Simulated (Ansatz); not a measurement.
Wires are cut from relaxed bulk AlCo (Pm-3m, 11.60 Å³/atom, gap on the mesh 0.00 eV); atoms and period are relaxed, and energies count from that bulk.

All numbers below come from DFT PBE, scalar-relativistic, plane waves, PAW (Ansatz).

Cutoff 420 eV, Gaussian smearing of 0.05 eV, energies at zero smearing, symmetry of each start kept, no spin polarisation.

```tsv
start	atoms	k mesh	excess energy (eV per host atom)	line energy (eV/Å)	period (Å)	gap on the mesh (eV)	highest filled level or Fermi level under vacuum (eV)
[111] wire, 8 host atoms a period	8	1×1×11	1.492	2.536	4.707	0.03	-
[111] wire, 20 host atoms a period	20	1×1×11	0.948	3.957	4.794	0	4.53
```

An odd mesh misses points on the zone edge, so a gap read on it can be too wide. Spin polarisation was left out, and a magnetic state may lie lower.

Gaps under about 0.2 eV rest on few k points and may close between them. Each run keeps its start's symmetry and one magnetic start, so lower states can exist.

Cost: 2 runs of about 7.4 core-minutes in all, on Intel Xeon 6975P-C (Granite Rapids) (shared hosts).